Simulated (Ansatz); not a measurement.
# WSe2: one candidate of a structure search, part 2 of 2

The task: take a trial cell of WSe2 to zero force and stress.

Ansatz 0.2.0; DFT PBE, scalar-relativistic, plane waves, PAW. The steps go on from the part before.

**5. Full relaxation**

The end of the coarse run is made exact in the group found at a tolerance of 0.06 Å and reduced to its primitive cell. The moments had died out, so spin is switched off.

input.yaml reads:

```yaml
crystal:
  lattice:
    - [0.0, 3.1032878208, 3.1032878208]
    - [3.1032878208, 0.0, 3.1032878208]
    - [3.1032878208, 3.1032878208, 0.0]
  atoms:
    - { symbol: W, position: [0.5, 0.5, 0.5] }
    - { symbol: Se, position: [0.25, 0.25, 0.25] }
    - { symbol: Se, position: [0.0, 0.0, 0.0] }
basis:
  ecutwfc: 420
kpoints:
  mp_grid: { grid: [14, 14, 14] }
hamiltonian:
  xc: pbe
scf:
  occupations: { method: gaussian, width: 0.1 }
output:
  forces: true
  stress: true
  eigenvalues: true
relax:
  adjacent_minimum: "off"
  f_tol: 0.01
  max_steps: 80
  cell: { stress_tol: 0.05 }
```

The run is started by

```sh
$ ansatz run input.yaml --threads 1 --pin off --max-ram 2560MiB --backend cpu --events-out ev --progress --plain --runs-dir out
```

Log:

```text
Warning: RAYON_NUM_THREADS=1 ignored (pool sized by the plan → 1); use --threads N
Engine: ansatz 0.2.0, x86_64-unknown-linux-gnu
Pseudopotentials: kind: paw
Pseudopotential: W, paw, valence charge 14, recommended cutoff 420 eV (normal), W.paw.azcp
Pseudopotential: Se, paw, valence charge 16, recommended cutoff 420 eV (normal), Se.paw.azcp
Functional definition: PBE
  parameter kappa = 0.804
  parameter beta = 0.06672455060314922
  exchange = pbe_x(kappa = kappa, mu = beta*pi^2/3)
  correlation = pbe_c(beta = beta)
Crystal: 3 atoms, lattice volume = 59.772 Å³
Basis set: ecut = 420 eV, 1211 PW (Γ), exchange–correlation on 60×60×60 points (8 copies of the dense FFT grid, shifted against one another)
Bands: 28, of which v1, the nominal top of the filled ones, is band 23 counted from 1 (22 counted from 0)
Symmetry: 24 space group operations
Space group: F-43m (ITA 216), of the structure as read, at distance tolerance 3.9e-5 Å
k-points: 104 of 2744 (time reversal used)
Non-local potential: W, projectors of the file, l = 0: 3, l = 1: 2, l = 2: 2, l = 3: 1
Non-local potential: Se, projectors of the file, l = 0: 2, l = 1: 2, l = 2: 3, l = 3: 1
PAW form: soft (Blöchl's): semilocal exchange-correlation on the pseudo side does not see the compensation charge
PAW one-centre angular grid: W, 590 points (default); XC on 64 Gauss nodes
PAW one-centre angular grid: Se, 590 points (default); XC on 64 Gauss nodes
Initial density: superposition of atomic densities (neutral atoms: chi_scale 0, normalization atom), corrected by the library's trained network
Initial wavefunctions: pseudopotential atomic-orbital guess
Functional: x = pbe(κ = 0.804, μ = 0.2195149727645171), c = pbe(β = 0.06672455060314922)
SCF iter   1: F=—  HF=-21319.436387 eV  |F-HF|=—  |Δ(HF+E_count)|=         —  Δρ=7.85e-3  dr2=1.61e-2  ethr=1.77e-3  ⟨swp⟩=5.3  Hψ=12002  notcnv=0
preconditioner: auto → LDOS  [metal: Δε(μ)=0.021 eV  Ē_g=7.917 eV  σ=0.100 eV  W_gap=0.12  n_scr=14 (ndim 8)  ℏωp=20.4 eV  f_vac=0.021  D(μ)=2.42/eV (n_scr^D=14)  β→1.0]
SCF iter   2: F=—  HF=-21319.435901 eV  |F-HF|=—  |Δ(HF+E_count)|=   4.87e-4  Δρ=6.07e-4  dr2=1.35e-4  ethr=3.49e-5  ⟨swp⟩=1.1  Hψ=3773  notcnv=0
SCF iter   3: F=—  HF=-21319.436024 eV  |F-HF|=—  |Δ(HF+E_count)|=   1.23e-4  Δρ=2.60e-4  dr2=6.46e-5  ethr=2.93e-7  ⟨swp⟩=2.0  Hψ=5189  notcnv=0
SCF iter   4: F=—  HF=-21319.435989 eV  |F-HF|=—  |Δ(HF+E_count)|=   3.47e-5  Δρ=6.93e-5  dr2=3.07e-6  ethr=1.40e-7  ⟨swp⟩=2.0  Hψ=5093  notcnv=0
SCF iter   5: F=—  HF=-21319.435987 eV  |F-HF|=—  |Δ(HF+E_count)|=   1.87e-6  Δρ=2.28e-5  dr2=4.46e-7  ethr=6.67e-9  ⟨swp⟩=2.0  Hψ=5199  notcnv=0
SCF iter   6: F=-21319.435987 eV  HF=-21319.435987 eV  |F-HF|=1.40e-8  |Δ(HF+E_count)|=   9.74e-8  Δρ=4.34e-6  dr2=1.64e-8  ethr=2.17e-10  ⟨swp⟩=6.2  Hψ=11861  notcnv=0
SCF 1 converged in 6 iterations: F = -21319.435987 eV  dr2 = 1.64e-8
relax step   1: F+E_penalty+E_count = -21319.43598725 eV  Δ(F+E_penalty+E_count) = +0.000e0 eV  max|allowed force component| = 1.210e-16 eV/Å  Δτ_max = 0.0000 Å  P = -0.177 GPa  Ω = 59.772 Å³  (6 SCF iters, dr2 threshold 1.00e-7 eV, accepted)
Crystal: 3 atoms, lattice volume = 59.587 Å³
Initial density: handed on by an earlier stage of this run
Initial wavefunctions: those handed on with the density
iter 1 solved again at ethr=3.94e-7 eV; its pass at ethr=3.10e-3 eV (dr2=1.81e-4 eV) is discarded
SCF iter   1: F=—  HF=-21319.436050 eV  |F-HF|=—  |Δ(HF+E_count)|=         —  Δρ=3.40e-4  dr2=1.75e-4  ethr=3.94e-7  ⟨swp⟩=2.1  Hψ=12884  notcnv=0
preconditioner: auto → LDOS  [metal: Δε(μ)=0.019 eV  Ē_g=7.926 eV  σ=0.100 eV  W_gap=0.11  n_scr=14 (ndim 8)  ℏωp=20.4 eV  f_vac=0.020  D(μ)=2.39/eV (n_scr^D=14)  β→1.0]
SCF iter   2: F=—  HF=-21319.436029 eV  |F-HF|=—  |Δ(HF+E_count)|=   2.16e-5  Δρ=1.44e-4  dr2=2.28e-5  ethr=3.81e-7  ⟨swp⟩=2.0  Hψ=3404  notcnv=0
SCF iter   3: F=—  HF=-21319.436026 eV  |F-HF|=—  |Δ(HF+E_count)|=   2.60e-6  Δρ=3.75e-5  dr2=1.70e-6  ethr=4.96e-8  ⟨swp⟩=2.0  Hψ=3799  notcnv=0
SCF iter   4: F=-21319.436026 eV  HF=-21319.436026 eV  |F-HF|=2.90e-8  |Δ(HF+E_count)|=   2.82e-7  Δρ=7.28e-6  dr2=5.56e-8  ethr=1.71e-10  ⟨swp⟩=3.1  Hψ=13189  notcnv=0
SCF 2 converged in 4 iterations: F = -21319.436026 eV  dr2 = 5.56e-8
relax step   2: F+E_penalty+E_count = -21319.43602571 eV  Δ(F+E_penalty+E_count) = -3.846e-5 eV  max|allowed force component| = 1.045e-16 eV/Å  Δτ_max = 0.0000 Å  P = +0.157 GPa  Ω = 59.587 Å³  energy of the carried Pulay correction = +2.671e-5 eV  (4 SCF iters, dr2 threshold 7.85e-8 eV, accepted)
Crystal: 3 atoms, lattice volume = 59.674 Å³
iter 1 solved again at ethr=8.29e-8 eV; its pass at ethr=3.10e-3 eV (dr2=3.81e-5 eV) is discarded
SCF iter   1: F=—  HF=-21319.436059 eV  |F-HF|=—  |Δ(HF+E_count)|=         —  Δρ=1.56e-4  dr2=3.66e-5  ethr=8.29e-8  ⟨swp⟩=2.1  Hψ=12957  notcnv=0
preconditioner: auto → LDOS  [metal: Δε(μ)=0.021 eV  Ē_g=7.919 eV  σ=0.100 eV  W_gap=0.12  n_scr=14 (ndim 8)  ℏωp=20.4 eV  f_vac=0.020  D(μ)=2.40/eV (n_scr^D=14)  β→1.0]
SCF iter   2: F=—  HF=-21319.436057 eV  |F-HF|=—  |Δ(HF+E_count)|=   2.71e-6  Δρ=6.79e-5  dr2=5.17e-6  ethr=7.95e-8  ⟨swp⟩=2.0  Hψ=3447  notcnv=0
SCF iter   3: F=—  HF=-21319.436056 eV  |F-HF|=—  |Δ(HF+E_count)|=   7.48e-7  Δρ=1.66e-5  dr2=3.37e-7  ethr=1.12e-8  ⟨swp⟩=2.0  Hψ=3816  notcnv=0
SCF iter   4: F=-21319.436056 eV  HF=-21319.436056 eV  |F-HF|=5.18e-9  |Δ(HF+E_count)|=   6.79e-8  Δρ=3.19e-6  dr2=1.05e-8  ethr=1.34e-10  ⟨swp⟩=4.6  Hψ=11006  notcnv=0
SCF 3 converged in 4 iterations: F = -21319.436056 eV  dr2 = 1.05e-8
relax step   3: F+E_penalty+E_count = -21319.43605579 eV  Δ(F+E_penalty+E_count) = -3.008e-5 eV  max|allowed force component| = 9.445e-17 eV/Å  Δτ_max = 0.0000 Å  P = +0.000 GPa  Ω = 59.674 Å³  energy of the carried Pulay correction = +1.417e-5 eV  (4 SCF iters, dr2 threshold 6.18e-8 eV, accepted)
Initial wavefunctions: pseudopotential atomic-orbital guess (no wavefunctions were taken with the density)
iter 1 solved again at ethr=7.46e-9 eV; its pass at ethr=3.10e-3 eV (dr2=3.43e-6 eV) is discarded
SCF iter   1: F=—  HF=-21319.436040 eV  |F-HF|=—  |Δ(HF+E_count)|=         —  Δρ=3.80e-6  dr2=1.04e-8  ethr=7.46e-9  ⟨swp⟩=3.4  Hψ=20709  notcnv=0
preconditioner: auto → LDOS  [metal: Δε(μ)=0.020 eV  Ē_g=7.918 eV  σ=0.100 eV  W_gap=0.11  n_scr=14 (ndim 8)  ℏωp=20.4 eV  f_vac=0.020  D(μ)=2.40/eV (n_scr^D=14)  β→1.0]
SCF iter   2: F=—  HF=-21319.436042 eV  |F-HF|=—  |Δ(HF+E_count)|=   1.99e-6  Δρ=1.10e-6  dr2=9.92e-10  ethr=2.26e-11  ⟨swp⟩=2.0  Hψ=5259  notcnv=0
SCF iter   3: F=—  HF=-21319.436042 eV  |F-HF|=—  |Δ(HF+E_count)|=  1.09e-11  Δρ=6.73e-7  dr2=4.70e-10  ethr=2.16e-12  ⟨swp⟩=2.0  Hψ=5218  notcnv=0
SCF iter   4: F=-21319.436042 eV  HF=-21319.436042 eV  |F-HF|=3.64e-12  |Δ(HF+E_count)|=  3.31e-10  Δρ=1.51e-7  dr2=2.27e-11  ethr=1.00e-12  ⟨swp⟩=5.1  Hψ=16249  notcnv=0
SCF 4 converged in 4 iterations: F = -21319.436042 eV  dr2 = 2.27e-11
relax step   4: F+E_penalty+E_count = -21319.43604228 eV  Δ(F+E_penalty+E_count) = +1.351e-5 eV  max|allowed force component| = 1.268e-16 eV/Å  Δτ_max = 0.0000 Å  P = -0.000 GPa  Ω = 59.674 Å³  stress off target by 5.20e-5 GPa  SCF on the basis re-selected at this cell (its energy is not comparable with the rows above)  (4 SCF iters)
basis re-selected at this cell: Δ(F+E_penalty+E_count) = +1.351e-5 eV, ΔP = -0.000 GPa vs the last step (what re-selecting the basis moved, of the pressure what is left beyond the Pulay correction that the steps carried, after the strain that the cell walked since its last selection, with what the two solves' SCF thresholds leave and, on support functions, any second-order correction that the steps lacked; it is no measure of the basis error at this ecutwfc). This SCF's stress stands 5.20e-5 GPa from its target on what of the cell is left free (relax.cell.stress_tol is 5.00e-2 GPa) and its largest allowed force component is 1.27e-16 eV/Å (relax.f_tol is 1.00e-2 eV/Å): within both
SCF converged after 4 iterations
Free energy (F): -21319.436042 eV
Harris-Foulkes:  -21319.436042 eV  (|F-HF|=3.64e-12)
Internal energy: -21319.424047 eV  (E = F + TS)
E sigma→0 (E₀):  -21319.430045 eV
Entropy (-TS):   -0.011995 eV (-3.998 meV/atom)
Fermi energy:    14.295392 eV
--- Per-component energies (eV) ---
  E_band       = -817.416095
  E_kinetic    = 684.977505
  E_local      = -5269.683295  (includes V_loc(G=0)·N_el)
  E_nonlocal   = -1183.385435
  E_hartree    = 2538.330732
  E_xc         = -473.313936
  E_vxc        = -432.715575  (∫ρ·V_xc dr)
  E_paw        = -12388.540109  (= ΣΔE_a)
  E_vpaw       = 306.730459  (= ΣTr[D̂ρ^β])
  E_aug_tail   = -0.001258  (compensation charges beyond the density's cutoff)
  E_ewald      = -5227.808251
  E_smearing   = -0.011995  (= −TS)
  E_closure    = 0.000000  (closes the sum)
  Σ components = -21319.436042   (vs F -21319.436042, Δ=0.00e0)
--- Forces (eV/Å), atoms counted from 1 ---
  atom   1  W      0.00000000    -0.00000000    -0.00000000
  atom   2  Se     0.00000000    -0.00000000    -0.00000000
  atom   3  Se    -0.00000000     0.00000000     0.00000000
  max |Σ_I F_I| component: 2.30e-16 eV/Å
--- Stress (GPa, compression-positive) ---
       -0.000052       0.000000       0.000000
        0.000000      -0.000052      -0.000000
        0.000000      -0.000000      -0.000052
  P = ⅓ Tr σ = -0.0001 GPa (-0.001 kbar)
--- Band table (eV; the first three rows and the last of 104) ---
  k-point 0: bands = ["-60.2702", "-35.1257", "-35.1257", "-35.1257", "-35.1217", "-35.1217", "-34.5606", "-34.5606", "-34.5606", "-34.5556", "-34.5556", "-24.5002", "-24.5002", "-24.5002", "-2.7698", "3.3132", "8.4882", "8.4882", "8.4882", "11.0546", "11.0546", "11.0546", "12.8279", "12.8279", "14.7398", "17.0871", "17.0871", "17.0871"]
  k-point 1: bands = ["-60.2702", "-35.1257", "-35.1257", "-35.1256", "-35.1217", "-35.1217", "-34.5606", "-34.5606", "-34.5606", "-34.5556", "-34.5556", "-24.5009", "-24.5003", "-24.5003", "-2.7266", "3.1934", "8.4481", "8.4481", "8.4944", "11.0345", "11.0345", "11.1105", "12.9964", "12.9964", "14.9344", "16.9007", "17.0065", "17.0065"]
  k-point 2: bands = ["-60.2702", "-35.1256", "-35.1256", "-35.1255", "-35.1216", "-35.1216", "-34.5606", "-34.5606", "-34.5606", "-34.5556", "-34.5556", "-24.5028", "-24.5006", "-24.5006", "-2.5995", "2.8697", "8.3365", "8.3365", "8.4566", "11.0287", "11.0287", "11.3634", "13.4294", "13.4294", "15.3478", "16.5382", "16.7729", "16.7729"]
  k-point 103: bands = ["-60.2700", "-35.1255", "-35.1253", "-35.1252", "-35.1216", "-35.1215", "-34.5609", "-34.5604", "-34.5603", "-34.5556", "-34.5556", "-24.5114", "-24.5071", "-24.5051", "-0.6544", "-0.0499", "6.6059", "7.3430", "10.6858", "11.2405", "11.9632", "12.3755", "13.9729", "14.9351", "14.9603", "16.3325", "17.3303", "17.7299"]
--- Relaxed structure (3 steps of the walk, 3 accepted, 1 SCFs on fresh bases) ---
  F+E_penalty+E_count = -21319.43604228 eV   max|allowed force component| = 1.268e-16 eV/Å   (the final SCF, on the basis selected at the relaxed cell)
  cell:  # Å, volume = 59.6736 Å³
    - [5.09537203289559e-34, 3.101588348852169, 3.101588348852169]
    - [3.101588348852169, -4.929772441826483e-33, 3.101588348852169]
    - [3.101588348852169, 3.101588348852169, -3.9361748954118436e-33]
  atoms:
    - { symbol: W, position: [0.5, 0.5, 0.5] }
    - { symbol: Se, position: [0.25, 0.25, 0.25] }
    - { symbol: Se, position: [1.625382780260491e-33, -1.3548358205154317e-33, -1.6215039708017806e-33] }
```

It took 39 s on 1 thread of AMD EPYC 7R43 (Zen 3), shared host; peak memory 0.53 GiB.

Step by step:

```csv
step,E - E(step 1) (eV/cell),largest force component (eV/Å),pressure (GPa),volume (Å³)
1,0.0000,0.0000,-0.18,59.77
2,0.0000,0.0000,0.16,59.59
3,-0.0001,0.0000,0.00,59.67
4,-0.0001,0.0000,0.00,59.67
```

Step 1 is the start. Step 4 repeats the geometry before it on a plane-wave basis chosen anew for that cell, so its energy need not be comparable with the rows above.

Lengths and angles in the start's conventional setting:

|  | before | after | change |
| --- | --- | --- | --- |
| a (Å) | 6.207 | 6.203 | -0.1 % |
| b (Å) | 6.207 | 6.203 | -0.1 % |
| c (Å) | 6.207 | 6.203 | -0.1 % |
| volume (Å³/atom) | 19.92 | 19.89 | -0.2 % |
| shortest distance (Å) | 2.688 | 2.686 | -0.1 % |
| space group (0.01 Å) | F-43m | F-43m | same |

The run keeps the 24 symmetry operations of the start, so it could not have lowered the symmetry.

**6. Changed: ecutrho_ratio 12, scf.algorithm density_mixing**

Edit input.yaml of step 5 so:

```diff
@@ -11,2 +11,3 @@
   ecutwfc: 420
+  ecutrho_ratio: 12
 kpoints:
@@ -17,6 +18,7 @@
   occupations: { method: gaussian, width: 0.1 }
+  algorithm: density_mixing
 output:
   forces: true
+  eigenvalues: true
   stress: true
-  eigenvalues: true
 relax:
```

The run is started by

```sh
$ ansatz run input.yaml --threads 1 --pin off --max-ram 2560MiB --backend cpu --events-out ev --progress --plain --runs-dir out
```

Log, cut to the lines that bear on the results:

```text
Warning: RAYON_NUM_THREADS=1 ignored (pool sized by the plan → 1); use --threads N
[...]
[... 4 set-up lines as earlier in the session ...]
[...]
Crystal: 3 atoms, lattice volume = 59.772 Å³
Basis set: ecut = 420 eV, 1211 PW (Γ), exchange–correlation on 108×108×108 points (8 copies of the dense FFT grid, shifted against one another)
Bands: 28, of which v1, the nominal top of the filled ones, is band 23 counted from 1 (22 counted from 0)
[... 2 set-up lines as earlier in the session ...]
k-points: 104 of 2744 (time reversal used)
[...]
  atom   2  Se     0.00000000     0.00000000     0.00000000
  atom   3  Se    -0.00000000     0.00000000    -0.00000000
[...]
--- Stress (GPa, compression-positive) ---
       -0.000119      -0.000000      -0.000000
       -0.000000      -0.000119      -0.000000
       -0.000000      -0.000000      -0.000119
  P = ⅓ Tr σ = -0.0001 GPa (-0.001 kbar)
--- Band table (eV; the first three rows and the last of 104) ---
[...]
--- Relaxed structure (3 steps of the walk, 3 accepted, 1 SCFs on fresh bases) ---
  F+E_penalty+E_count = -21319.43601734 eV   max|allowed force component| = 1.029e-16 eV/Å   (the final SCF, on the basis selected at the relaxed cell)
  cell:  # Å, volume = 59.6737 Å³
    - [-1.2738430082238973e-34, 3.1015888384290653, 3.1015888384290653]
    - [3.1015888384290653, -4.127251346645428e-33, 3.1015888384290653]
    - [3.1015888384290653, 3.1015888384290653, -3.7450984441782586e-33]
  atoms:
    - { symbol: W, position: [0.5, 0.5, 0.5] }
    - { symbol: Se, position: [0.25, 0.25, 0.25] }
    - { symbol: Se, position: [1.676669260881219e-33, -1.8013298870958878e-33, -1.799929205902465e-33] }
```

Run time: 41 s. Hardware: 1 thread of AMD EPYC 7R43 (Zen 3), shared host; peak memory 0.67 GiB.

| run | ending | energy change | pressure (GPa) | gap (eV) | force (eV/Å) | cycles | time |
| --- | --- | --- | --- | --- | --- | --- | --- |
| step 5 | converged | 0 | 0.0 | 0.00 | 0.00 | - | 39 s |
| variant | converged | 0.0 meV/atom | 0.0 | 0.00 | 0.00 | - | 41 s |

Changing the numerical grids and solver leaves the energy as it was (0.0 meV/atom).

**7. What came out**

This closing draws on all 2 parts. Changes of volume or cell count from the first structure of part 1.

```
                              quantity                                                                      value
symmetry at the end (tolerance 0.05 Å)                                                space group F-43m (No. 216)
                     conventional cell  a = 6.203 Å, b = 6.203 Å, c = 6.203 Å, α = 90.00°, β = 90.00°, γ = 90.00°
                                volume                                                              19.89 Å³/atom
              energy over the elements                                                              +1.18 eV/atom
                       gap on the mesh                                                               none (metal)
```

In words: The space group F-43m (No. 216) is kept, and the volume per atom shrinks by 31.7 % from the first guess. The formation energy is positive, so the separate elements lie lower. No finished test with a distortion of lower symmetry is shown, so the end may be a saddle point. Spin-orbit coupling is left out for W. Other magnetic orders were not searched.
